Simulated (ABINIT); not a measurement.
# GaSb (I-4m2) in ABINIT: notebook

Runs on GaSb. Level: PBE. Tasks: single point.

All numbers are computed with ABINIT 10.8.3 (patched build); they aren't measurements. Logs are shortened: lines on timing, memory, paths and dates and some standing lists are left out, and cuts for length are marked. The log counts tension as positive stress, the text compression.

### Step 1. Starting point

Symmetry: I-4m2, No. 119, tetragonal system. The conventional cell has a = 5.507 Å, b = 5.507 Å, c = 3.181 Å, α = 90.00°, β = 90.00°, γ = 90.00°. Around Sb (site symmetry -4m2) lie 4 Ga at 2.87 Å and 2 Sb at 3.18 Å. Around Ga (site symmetry -4m2) lie 4 Sb at 2.87 Å and 2 Ga at 3.18 Å.

Measurements of this composition are mostly on another form, of space group No. 216.

### Step 2. Single point, PBE

Input file run.abi:

```
# Pseudopotentials
pp_dirpath "./"
pseudos "Sb.upf, Ga.upf"

# Structure
acell 3*1.0
rprim
    -5.2032361622     5.2032361622     3.0060005745
     5.2032361622    -5.2032361622     3.0060005745
     5.2032361622     5.2032361622    -3.0060005745
ntypat 2
znucl 51 31
natom 2
typat 1 2
xred
     0.0000000000     0.0000000000     0.0000000000
     0.7500000000     0.2500000000     0.5000000000

# Plane-wave basis
ecut 40.0

# k points
kptopt 1
ngkpt 10 10 10
nshiftk 1
shiftk 0.0 0.0 0.0

# Exchange and correlation
ixc 11

# Bands and occupations
nband 18
occopt 3
tsmear 0.00183747

# SCF cycle
nstep 100
tolvrs 1.0e-10

# Output
iomode 3
prtwf 0
prtden 0
prteig 0
prtebands 0
```

Potentials or basis: PseudoDojo NC SR PBE v0.4.1 standard.

Launch:

```bash
$ abinit run.abi > log 2>&1
```

run.abo:

```text
.Version 10.8.3 of ABINIT
 Symmetries : space group I-4 m 2 (#119); Bravais tI (body-center tetrag.)
================================================================================
 Values of the parameters that define the memory need of the present run
     intxc =       0    ionmov =       0      iscf =       7    lmnmax =       6
     lnmax =       6     mgfft =      48  mpssoang =       3    mqgrid =    3001
     natom =       2  nloc_mem =       1    nspden =       1   nspinor =       1
    nsppol =       1      nsym =       8    n1xccc =    2501    ntypat =       2
    occopt =       3   xclevel =       2
       mpw =        3958          nfft =      110592          nkpt =         102
================================================================================
================================================================================

--------------------------------------------------------------------------------
------------- Echo of variables that govern the present computation ------------
--------------------------------------------------------------------------------
 -outvars: echo values of preprocessed input variables --------
            acell      1.0000000000E+00  1.0000000000E+00  1.0000000000E+00 Bohr
              amu      1.21753000E+02  6.97230000E+01
             ecut      4.00000000E+01 Hartree
                       outvar_i_n : Printing only first  50 k-points.
              ixc          11
                       outvar_i_n : Printing only first  50 k-points.
         kptrlatt       10    0    0      0   10    0      0    0   10
          kptrlen      6.01200115E+01
            natom           2
            nband          18
            ngfft          48      48      48
             nkpt         102
            nstep         100
             nsym           8
           ntypat           2
                       prtocc : prtvol=0, do not print more k-points.
           occopt           3
           prtden           0
        prtebands           0
           prteig           0
            prtwf           0
            rprim     -5.2032361622E+00  5.2032361622E+00  3.0060005745E+00
                       5.2032361622E+00 -5.2032361622E+00  3.0060005745E+00
                       5.2032361622E+00  5.2032361622E+00 -3.0060005745E+00
          spgroup         119
           tolvrs      1.00000000E-10
           tsmear      1.83747000E-03 Hartree
            typat      1  2
                       outvars : Printing only first  50 k-points.
           xangst      0.0000000000E+00  0.0000000000E+00  0.0000000000E+00
                       8.2155598227E-17  2.7534339981E+00  7.9535349945E-01
            xcart      0.0000000000E+00  0.0000000000E+00  0.0000000000E+00
                       1.5525158036E-16  5.2032361622E+00  1.5030002872E+00
             xred      0.0000000000E+00  0.0000000000E+00  0.0000000000E+00
                       7.5000000000E-01  2.5000000000E-01  5.0000000000E-01
            znucl       51.00000   31.00000

================================================================================

 chkinp: Checking input parameters for consistency.

================================================================================
== DATASET  1 ==================================================================

--- !DatasetInfo
iteration_state: {dtset: 1, }
dimensions: {natom: 2, nkpt: 102, mband: 18, nsppol: 1, nspinor: 1, nspden: 1, mpw: 3958, }
cutoff_energies: {ecut:  40.0, pawecutdg:  -1.0, }
electrons: {nelect:   2.80000000E+01, charge:   0.00000000E+00, occopt:   3.00000000E+00, tsmear:   1.83747000E-03, }
meta: {optdriver: 0, ionmov: 0, optcell: 0, iscf: 7, paral_kgb: 0, }
...

 Exchange-correlation functional for the present dataset will be:
  GGA: Perdew-Burke-Ernzerhof functional - ixc=11
  J.P.Perdew, K.Burke, M.Ernzerhof, PRL 77, 3865 (1996)

 Real(R)+Recip(G) space primitive vectors, cartesian coordinates (Bohr,Bohr^-1):
 R(1)= -5.2032362  5.2032362  3.0060006  G(1)=  0.0000000  0.0960940  0.1663340
 R(2)=  5.2032362 -5.2032362  3.0060006  G(2)=  0.0960940  0.0000000  0.1663340
 R(3)=  5.2032362  5.2032362 -3.0060006  G(3)=  0.0960940  0.0960940  0.0000000
 Unit cell volume ucvol=  3.2553383E+02 bohr^3
 Angles (23,13,12)=  9.82222294E+01  9.82222294E+01  1.35559189E+02 degrees

 getcut: wavevector=  0.0000  0.0000  0.0000  ngfft=  48  48  48
         ecut(hartree)=     40.000   => boxcut(ratio)=   2.12163

--- Pseudopotential description ------------------------------------------------
- pspini: atom type   1  psp file is ./Sb.upf
12 -101130 2 -1 1434                          pspcod,pspxc,lmax,lloc,mmax
     nproj     2     2     2

- pspini: atom type   2  psp file is ./Ga.upf
12 -101130 2 -1 1902                          pspcod,pspxc,lmax,lloc,mmax
     nproj     2     2     2

   1.43779892E+03                                ecore*ucvol(ha*bohr**3)
--------------------------------------------------------------------------------

================================================================================

--- !BeginCycle
iteration_state: {dtset: 1, }
solver: {iscf: 7, nstep: 100, nline: 4, wfoptalg: 0, }
tolerances: {tolvrs: 1.00E-10, }
...

     iter   Etot(hartree)      deltaE(h)  residm     vres2
 ETOT  1  -165.16184158041    -1.652E+02 8.432E-01 2.745E+03
 ETOT  2  -167.01614007625    -1.854E+00 1.228E-01 4.211E+03
 ETOT  3  -167.34988061245    -3.337E-01 2.542E-01 7.798E+02
 ETOT  4  -167.40306890049    -5.319E-02 1.617E-02 2.342E+02
 ETOT  5  -167.42311705960    -2.005E-02 3.033E-03 2.649E+01
 ETOT  6  -167.42523339396    -2.116E-03 1.109E-03 4.254E+00
 ETOT  7  -167.42564775611    -4.144E-04 1.242E-03 9.752E-02
 ETOT  8  -167.42565780734    -1.005E-05 5.981E-04 5.359E-04
 ETOT  9  -167.42565794130    -1.340E-07 4.571E-04 6.846E-04
 ETOT 10  -167.42565802075    -7.945E-08 2.176E-04 9.383E-07
 ETOT 11  -167.42565802490    -4.153E-09 1.553E-04 2.647E-06
 ETOT 12  -167.42565802602    -1.118E-09 7.263E-05 6.717E-09
 ETOT 13  -167.42565802620    -1.871E-10 5.104E-05 6.366E-08
 ETOT 14  -167.42565802625    -4.823E-11 3.837E-05 3.583E-10
 ETOT 15  -167.42565802626    -8.924E-12 3.178E-05 7.524E-10
 ETOT 16  -167.42565802627    -6.963E-12 2.581E-05 3.745E-10
 ETOT 17  -167.42565802627     3.666E-12 2.112E-05 1.045E-11

 At SCF step   17       vres2   =  1.04E-11 < tolvrs=  1.00E-10 =>converged.

 Cartesian components of stress tensor (hartree/bohr^3)
  sigma(1 1)= -1.47451835E-05  sigma(3 2)=  0.00000000E+00
  sigma(2 2)= -1.47451835E-05  sigma(3 1)=  0.00000000E+00
  sigma(3 3)=  1.64414965E-05  sigma(2 1)=  0.00000000E+00

--- !ResultsGS
iteration_state: {dtset: 1, }
comment   : Summary of ground state results
lattice_vectors:
- [ -5.2032362,   5.2032362,   3.0060006, ]
- [  5.2032362,  -5.2032362,   3.0060006, ]
- [  5.2032362,   5.2032362,  -3.0060006, ]
lattice_lengths: [   7.94880,    7.94880,    7.94880, ]
lattice_angles: [ 98.222,  98.222, 135.559, ] # degrees, (23, 13, 12)
lattice_volume:   3.2553383E+02
convergence: {deltae:  3.666E-12, res2:  1.045E-11, residm:  2.112E-05, diffor: null, }
etotal    :  -1.67425658E+02
entropy   :   0.00000000E+00
fermie    :   2.33810258E-01
cartesian_stress_tensor: # hartree/bohr^3
- [ -1.47451835E-05,   0.00000000E+00,   0.00000000E+00, ]
- [  0.00000000E+00,  -1.47451835E-05,   0.00000000E+00, ]
- [  0.00000000E+00,   0.00000000E+00,   1.64414965E-05, ]
pressure_GPa:   1.2797E-01
xred      :
- [  0.0000E+00,   0.0000E+00,   0.0000E+00, Sb]
- [  7.5000E-01,   2.5000E-01,   5.0000E-01, Ga]
cartesian_forces: # hartree/bohr
- [ -1.42513088E-29,  -3.94185136E-30,  -6.29828946E-30, ]
- [  1.42513088E-29,   3.94185136E-30,   6.29828946E-30, ]
force_length_stats: {min:   1.60719147E-29, max:   1.60719147E-29, mean:   1.60719147E-29, }
...

 Integrated electronic density in atomic spheres:
 ------------------------------------------------
 Atom  Sphere_radius  Integrated_density
    1        2.00000         11.19289615
    2        2.00000         10.75684998
================================================================================

 ----iterations are completed or convergence reached----

 Mean square residual over all n,k,spin=   19.441E-09; max=  21.116E-06
 reduced coordinates (array xred) for    2 atoms
       0.000000000000      0.000000000000      0.000000000000
       0.750000000000      0.250000000000      0.500000000000
 rms dE/dt=  1.0363E-28; max dE/dt=  9.4663E-29; dE/dt below (all hartree)
    1       0.000000000000      0.000000000000     -0.000000000000
    2       0.000000000000     -0.000000000000     -0.000000000000

 cartesian coordinates (angstrom) at end:
    1      0.00000000000000     0.00000000000000     0.00000000000000
    2      0.00000000000000     2.75343399811466     0.79535349945379

 cartesian forces (hartree/bohr) at end:
    1     -0.00000000000000    -0.00000000000000    -0.00000000000000
    2      0.00000000000000     0.00000000000000     0.00000000000000
 frms,max,avg= 9.2791243E-30 1.4251309E-29   0.000E+00  0.000E+00  0.000E+00 h/b

 cartesian forces (eV/Angstrom) at end:
    1     -0.00000000000000    -0.00000000000000    -0.00000000000000
    2      0.00000000000000     0.00000000000000     0.00000000000000
 frms,max,avg= 4.7715176E-28 7.3283176E-28   0.000E+00  0.000E+00  0.000E+00 e/A
 length scales=  1.000000000000  1.000000000000  1.000000000000 bohr
              =  0.529177210544  0.529177210544  0.529177210544 angstroms
 Fermi (or HOMO) energy (hartree) =   0.23381   Average Vxc (hartree)=  -0.39060
 Eigenvalues (hartree) for nkpt= 102  k points:
 kpt#   1, nband= 18, wtk=  0.00100, kpt=  0.0000  0.0000  0.0000 (reduced coord)
  -0.83430   -0.83081   -0.83081   -0.83045   -0.83044   -0.31405   -0.31155   -0.31142
  -0.31014   -0.31014   -0.20461    0.12655    0.16615    0.16615    0.36135    0.41698
   0.49645    0.49646
      occupation numbers for kpt#   1
   2.00000    2.00000    2.00000    2.00000    2.00000    2.00000    2.00000    2.00000
   2.00000    2.00000    2.00000    2.00000    2.00000    2.00000    0.00000    0.00000
   0.00000    0.00000
 prteigrs : prtvol=0 or 1, do not print more k-points.

--- !EnergyTerms
iteration_state     : {dtset: 1, }
comment             : Components of total free energy in Hartree
kinetic             :  1.15910188118932E+02
hartree             :  4.17204395794863E+01
xc                  : -4.36657719123771E+01
Ewald energy        : -1.02828555358002E+02
psp_core            :  4.41674194101548E+00
local_psp           : -1.25340802254022E+02
non_local_psp       : -5.76377210461176E+01
internal            : -1.67425480931084E+02
'-kT*entropy'       : -1.77095180814712E-04
total_energy        : -1.67425658026265E+02
total_energy_eV     : -4.55588424804023E+03
band_energy         : -1.09769321353908E+01
...

 Cartesian components of stress tensor (hartree/bohr^3)
  sigma(1 1)= -1.47451835E-05  sigma(3 2)=  0.00000000E+00
  sigma(2 2)= -1.47451835E-05  sigma(3 1)=  0.00000000E+00
  sigma(3 3)=  1.64414965E-05  sigma(2 1)=  0.00000000E+00

-Cartesian components of stress tensor (GPa)         [Pressure=  1.2797E-01 GPa]
- sigma(1 1)= -4.33818276E-01  sigma(3 2)=  0.00000000E+00
- sigma(2 2)= -4.33818276E-01  sigma(3 1)=  0.00000000E+00
- sigma(3 3)=  4.83725528E-01  sigma(2 1)=  0.00000000E+00

== END DATASET(S) ==============================================================
================================================================================

 -outvars: echo values of variables after computation  --------
            acell      1.0000000000E+00  1.0000000000E+00  1.0000000000E+00 Bohr
           etotal     -1.6742565803E+02
            fcart     -1.4251308758E-29 -3.9418513587E-30 -6.2982894567E-30
                       1.4251308758E-29  3.9418513587E-30  6.2982894567E-30
            rprim     -5.2032361622E+00  5.2032361622E+00  3.0060005745E+00
                       5.2032361622E+00 -5.2032361622E+00  3.0060005745E+00
                       5.2032361622E+00  5.2032361622E+00 -3.0060005745E+00
           strten     -1.4745183513E-05 -1.4745183513E-05  1.6441496508E-05
                       0.0000000000E+00  0.0000000000E+00  0.0000000000E+00
           xangst      0.0000000000E+00  0.0000000000E+00  0.0000000000E+00
                       8.2155598227E-17  2.7534339981E+00  7.9535349945E-01
             xred      0.0000000000E+00  0.0000000000E+00  0.0000000000E+00
                       7.5000000000E-01  2.5000000000E-01  5.0000000000E-01
 Calculation completed.
```

It took 7.2 min on 1 thread of Arm Neoverse V1, shared host; peak memory 0.19 GiB.

What came out:

```yaml
Free_energy: -4555.8842 eV
Pressure: 0.1 GPa
Band_gap_on_the_k_mesh: none (metal or under the smearing width)
Valence_electrons_inside_the_program's_atomic_spheres: Sb 11.19; Ga 10.76
```

Stress tensor (GPa, compression positive):
```
 0.43  0.00  0.00
 0.00  0.43  0.00
 0.00  0.00 -0.48
```

Levels at points of the mesh, in eV from the Fermi level:
| k point | band 12 | band 13 | band 14 | band 15 | band 16 | band 17 |
| --- | --- | --- | --- | --- | --- | --- |
| (0.00, 0.00, 0.00) | -2.92 | -1.84 | -1.84 | 3.47 | 4.98 | 7.15 |
| (0.50, 0.00, 0.00) | -5.59 | -2.43 | -1.47 | -1.12 | 2.44 | 3.31 |
| (0.50, 0.50, 0.00) | -8.00 | 0.01 | 1.81 | 2.17 | 2.38 | 4.55 |
| (0.50, 0.50, 0.50) | -5.88 | -4.94 | -4.94 | 3.44 | 4.97 | 10.38 |

[end of part 1 of 2]
